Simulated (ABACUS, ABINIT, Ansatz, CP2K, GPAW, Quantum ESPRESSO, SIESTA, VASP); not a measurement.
# Te: 9 runs at one level of theory

```
Te
1.0
     4.45400    0.00000    0.00000
    -2.22700    3.85728    0.00000
     0.00000    0.00000    5.92400
Te
3
Direct
  0.73100 0.73100 0.00000
  0.00000 0.26900 0.66667
  0.26900 0.00000 0.33333
```

Alike in all runs: task single point; functional PBEsol; k mesh 7 × 7 × 5; occupations fermi-dirac, width 0.05 eV; no spin polarisation; no spin-orbit coupling. Pressure is positive in compression and, in plane waves, holds the error of the finite cutoff, which Ansatz's Pulay term estimates and takes out.

```csv
program and potentials,plane-wave cutoff (eV),notes,pressure (GPa),largest force (eV/Å)
"Ansatz, Ansatz PAW",420,"potentials made for PBE, which Ansatz adapts in part; 16 valence electrons an atom on average; Pulay term of +0.03 GPa included",-0.95,0.103
"Quantum ESPRESSO, GBRV 1.5 PBEsol",612,6 valence electrons an atom on average,-0.97,0.196
"Ansatz, all-electron LAPW, scalar-relativistic",-,-,-0.94,0.100
"CP2K, POTENTIAL_UZH Te GTH-PBE-q6; TZVP-MOLOPT-PBE-GTH basis",-,atomic basis; potentials made for PBE; 6 valence electrons an atom on average,0.74,0.457
"GPAW, PAW data sets generated for this functional",600,6 valence electrons an atom on average,-1.33,0.066
"VASP, PBE PAW files Te, 520 eV",520,potentials made for PBE; 6 valence electrons an atom on average,-0.87,0.126
"SIESTA, files PseudoDojo sr-pbesol-0.4.1-standard, DZP (energy shift 0.003 Ry; two zetas on semicore shells)",-,atomic basis; 16 valence electrons an atom on average,0.39,0.582
"ABACUS, PseudoDojo NC SR 0.4.1 PBEsol standard, plane waves",1129,16 valence electrons an atom on average,-0.82,0.152
"ABINIT, PseudoDojo NC SR PBEsol v0.4.1 standard",1088,16 valence electrons an atom on average,-0.82,0.153
```

Force on atom 1 (Te), eV/Å:

```tsv
program and potentials	x	y	z
Ansatz, Ansatz PAW	-0.052	-0.090	0.000
Quantum ESPRESSO, GBRV 1.5 PBEsol	-0.098	-0.170	0.000
Ansatz, all-electron LAPW, scalar-relativistic	-0.050	-0.086	0.000
CP2K, POTENTIAL_UZH Te GTH-PBE-q6; TZVP-MOLOPT-PBE-GTH basis	-0.228	-0.395	0.000
GPAW, PAW data sets generated for this functional	-0.033	-0.057	0.000
VASP, PBE PAW files Te, 520 eV	-0.063	-0.109	0.000
SIESTA, files PseudoDojo sr-pbesol-0.4.1-standard, DZP (energy shift 0.003 Ry; two zetas on semicore shells)	-0.291	-0.504	0.000
ABACUS, PseudoDojo NC SR 0.4.1 PBEsol standard, plane waves	-0.076	-0.131	0.000
ABINIT, PseudoDojo NC SR PBEsol v0.4.1 standard	-0.076	-0.132	0.000
```

The pressure spans -1.33 (GPAW, PAW data sets generated for this functional) to 0.74 GPa (CP2K, POTENTIAL_UZH Te GTH-PBE-q6; TZVP-MOLOPT-PBE-GTH basis), with all-electron results at -0.94. Rows in atomic bases carry the error of their basis and grid, which can be large.

The functional is the same throughout but for its coding, so the spread measures potentials, basis and numerics; runs on potential files found faulty are left out.
